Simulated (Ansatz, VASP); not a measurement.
## One calculation of MgO, two programs

Contents of INCAR:

```
PREC = Accurate ; ENCUT = 520
EDIFF = 1E-6 ; ISMEAR = 0
SIGMA = 0.05 ; LREAL = F
LASPH = T ; NELM = 100
ALGO = Normal ; ISIF = 2
LWAVE = F ; LCHARG = F
GGA = PS ; NBANDS = 16
```

Contents of KPOINTS:

```
regular mesh
0
Gamma
  9 9 6
```

File POSCAR:

```
MgO
1.0
    3.6695000000      0.0000000000      0.0000000000
   -1.8347500000      3.1778802192      0.0000000000
    0.0000000000      0.0000000000      4.3345000000
Mg O
2 2
Direct
    0.6666666667      0.3333333333      0.7500000000
    0.3333333333      0.6666666667      0.2500000000
    0.6666666667      0.3333333333      0.2500000000
    0.3333333333      0.6666666667      0.7500000000
```

Input for Ansatz:

```yaml
crystal:
  lattice:
    - [3.6695, 0.0, 0.0]
    - [-1.83475, 3.1778802192, 0.0]
    - [0.0, 0.0, 4.3345]
  atoms:
    - { symbol: Mg, position: [0.6666666667, 0.3333333333, 0.75] }
    - { symbol: Mg, position: [0.3333333333, 0.6666666667, 0.25] }
    - { symbol: O, position: [0.6666666667, 0.3333333333, 0.25] }
    - { symbol: O, position: [0.3333333333, 0.6666666667, 0.75] }
basis:
  ecutwfc: 520.0
kpoints:
  mp_grid: { grid: [9, 9, 6] }
hamiltonian:
  xc: pbesol
  pseudopotentials: { kind: paw, azcp: { folder: soft_1 } }
scf:
  occupations: { method: gaussian, width: 0.05 }
output:
  forces: true
  stress: true
  eigenvalues: true
  write_density: true
  write_potential: true
  elf: true
  volumetric_format: npy
```

Alike in both runs: task single point; functional PBEsol; k mesh 9 × 9 × 6; occupations gaussian, width 0.05 eV; no spin polarisation.

|  | VASP | Ansatz |
| --- | --- | --- |
| version | VASP 6.6.1 | Ansatz 0.2.0 |
| potentials or method | VASP PAW PBE potentials, release 64 (Mg, O) | scalar-relativistic, plane waves, PAW |
| plane-wave cutoff (eV) | 520 | 520 |
| valence electrons in the cell | 16 | 32 |

Ansatz gave:

```
gap on the k mesh at the Fermi level (eV)       : 2.68
least direct gap on the mesh (eV)               : 2.68
pressure (GPa)                                  : -12.9
largest component of the traceless stress (GPa) : 0.22
```

**Question.** Estimate VASP's values.

**Answer.** gap on the k mesh at the Fermi level (eV): 2.67; least direct gap on the mesh (eV): 2.67; pressure (GPa): -13.4; largest component of the traceless stress (GPa): 0.17.

With one functional, cell and mesh, what is left measures potentials, basis and numerics. The two sets of potentials don't hold the same shells in valence. Ansatz warned: «pseudo_functional_mismatch».

Caveats: the PAW data sets were made with another functional, which shifts forces and pressure a little (VASP). Expect the measured gap to be larger: semilocal functionals such as PBEsol lack the derivative discontinuity.
